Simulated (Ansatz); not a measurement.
**CuI: electron density at the nuclei under pressure**

```xyz
4
Lattice="3.7332 -3.7111 0.0000 3.7332 3.7111 0.0000 0.0000 0.0000 4.3070" Properties=species:S:1:pos:R:3 pbc="T T T"
Cu    3.7332    0.5905    3.2302
Cu    3.7332   -0.5905    1.0767
I     3.7332   -2.0043    3.2302
I     3.7332    2.0043    1.0767
```

Atom numbers follow the list: Cu1, Cu2, I3, I4.

The cell is the one relaxed in the Materials Project (mp-1007922), not relaxed further here; entries there can be hypothetical.

No spin–orbit coupling, which matters for the heavy atoms here.

These are results of DFT, LDA, all-electron PAW with datasets made for the crystal, scalar-relativistic in Ansatz 0.2.0, not measurements.

Numerical set-up: a Γ-centred 5×5×6 k mesh, Fermi–Dirac smearing of 0.02 eV, cutoff 280 eV (chosen by the program for this cell), no spin polarisation.

The contact density is the mean electron density over the nuclear volume; its changes set Mössbauer isomer shifts. Changes below are taken from the unscaled cell, where it is 146837 e/Å³ at Cu1, 1.59743e+06 e/Å³ at I3.

Volumes at which the program chose other datasets or cutoffs are left out.

```csv
V/V(cell),P (GPa),Δρ(0) Cu1 (e/Å³),Δρ(0) I3 (e/Å³)
0.9800,-2.3,?,-0.66
1.0000,-3.0,0.00,0.00
1.0100,-3.4,-0.35,?
1.0400,-4.2,-1.39,?
```

(1) Fill in "Δρ(0) Cu1 (e/Å³)" for the row "0.9800".

(2) Fill in "Δρ(0) I3 (e/Å³)" for the row "1.0400".

(3) What belongs in the row "1.0100", column "Δρ(0) I3 (e/Å³)"?

The datasets are made afresh for each cell, so very small changes are uncertain. Scalar relativity leaves out the p1/2 density at heavy nuclei.

Answers

(1) 0.74.

(2) 1.29.

(3) 0.40.
